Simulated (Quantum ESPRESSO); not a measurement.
Hf: phonons with vdW-DF-cx

Crystal: Hf.

```
CELL_PARAMETERS angstrom
2.91381 0.00000 0.00000
0.00000 2.91381 0.00000
0.00000 0.00000 2.91381
ATOMIC_POSITIONS crystal
Hf 0.50000 0.50000 0.50000
```

The cell was built by a generator and needn't be a form met in nature.

```json
{"Program": "Quantum ESPRESSO 7.5", "Task": "phonons", "Functional": "vdW-DF-cx", "Potentials or basis": "GBRV 1.5 PBE", "Cutoff": "612 eV", "Density cutoff": "4898 eV", "k mesh": "9 × 9 × 9", "Occupations": "cold, width 0.2 eV", "Spin": "no spin polarisation", "Mixing beta": "0.5", "Most SCF iterations": "120", "SCF threshold": "2e-10 Ry"}
```

```
Relaxed volume                              : 23.29 Å³/atom
Relaxed cell                                : a = 2.856 Å, b = 2.856 Å, c = 2.856 Å, α = 90.00°, β = 90.00°, γ = 90.00°
Space group after relaxing (to 0.05 Å)      : Pm-3m (No. 221)
Pressure after relaxing                     : 0.0 GPa
Band gap on the k mesh                      : none (metal or under the smearing width)
Highest phonon frequency at the q point run : 106 cm⁻¹
Most unstable mode                          : 104i cm⁻¹
```

The path:
```
step  energy change (eV)  largest force (eV/Å)  pressure (GPa)  volume (Å³)
   1              0.0000                0.0000           -4.42        24.74
   2             -0.0126                0.0000           -2.84        24.19
   3             -0.0206                0.0000           -0.27        23.37
   4             -0.0207                0.0000            0.01        23.29
   5             -0.0207                0.0000            0.01        23.29
```

Final structure:
```xyz
1
Lattice="2.8557 0.0000 0.0000 0.0000 2.8557 0.0000 0.0000 0.0000 2.8557" Properties=species:S:1:pos:R:3 pbc="T T T"
Hf    1.4279    1.4279    1.4279
```

Levels at points of the mesh, in eV from the Fermi level:
```csv
k point,band 4,band 5,band 6,band 7,band 8,band 9
"(0.00, 0.00, 0.00)",-29.74,-6.56,-1.50,-1.50,6.94,6.94
```

Phonon frequencies in cm⁻¹ (negative: imaginary):
| q point | frequencies |
| --- | --- |
| (0.500, 0.500, 0.000) | -104 106 106 |

Phonon modes at q = (0.500, 0.500, 0.000) in reciprocal lattice units:
```
mode  symmetry  cm⁻¹
   1      B_1u  -104
   2       E_u   106
   3       E_u   106
```

Run time: 5.6 min on 1 thread of Arm Neoverse V2, with other jobs on the host, peak memory 0.17 GiB.

Caveat: the mesh is thin for the phonons of a metal; the potentials were made for another functional, which shifts forces and pressure; some modes are imaginary; the q point doesn't lie on the k mesh, which can shift a metal's frequencies strongly unless the mesh is converged. The run has no spin-orbit coupling, so splittings on Hf are missing.
